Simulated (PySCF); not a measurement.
**Level sweep**

Species: 1-butene, C4H8.
Bonds: C1–C2 (double), C2–C3, C3–C4. Hydrogens: H5, H6 on C1; H7 on C2; H8, H9 on C3; H10, H11, H12 on C4.

PySCF, dipoles from the SCF density, polarisabilities from static response with core orbitals frozen. Geometry: PBE0-D3(BJ)/def2-SVP, one conformer, isolated molecule.

Question: How do dipole and polarisability depend on functional and basis here?

Answer: 

```tsv
level	μ (D)	α (au)	error (%)	anisotropy (au)
CAM-B3LYP/def2-SVPD	0.399	51.98	-1.6	20.57
wB97X-D/def2-SVPD	0.411	52.02	-1.5	20.34
LC-wPBE/def2-SVPD	0.397	50.56	-4.3	19.91
PBE0/6-31G*	0.344	42.55	-19.5	24.29
PBE0/6-31+G*	0.417	49.02	-7.2	21.54
PBE0/def2-SVP	0.386	44.79	-15.2	23.40
PBE0/aug-cc-pVDZ	0.432	53.71	+1.6	21.24
PBE0/def2-TZVP	0.414	50.58	-4.3	22.71
PBE0/def2-TZVPD	0.430	53.44	+1.1	21.17
```

Reference polarisability: 7.830 Å³ (measured, gas; NIST CCCBDB Release 22 (SRD 101), experimental polarizabilities). The anisotropy is √(½[(α1 − α2)² + (α2 − α3)² + (α3 − α1)²]). For the polarisability, the smallest error is 1.1% (PBE0/def2-TZVPD) and the largest 19.5% (PBE0/6-31G*). The dipole runs from 0.34 D (PBE0/6-31G*) to 0.43 D (PBE0/aug-cc-pVDZ). With PBE0 the polarisability is 45.97 au without diffuse functions (mean of 6-31G*, def2-SVP and def2-TZVP) and 52.05 au with them (mean of 6-31+G*, aug-cc-pVDZ and def2-TZVPD). Measured values can belong to vibrating molecules and may average over conformers; the computed ones are for one fixed geometry.
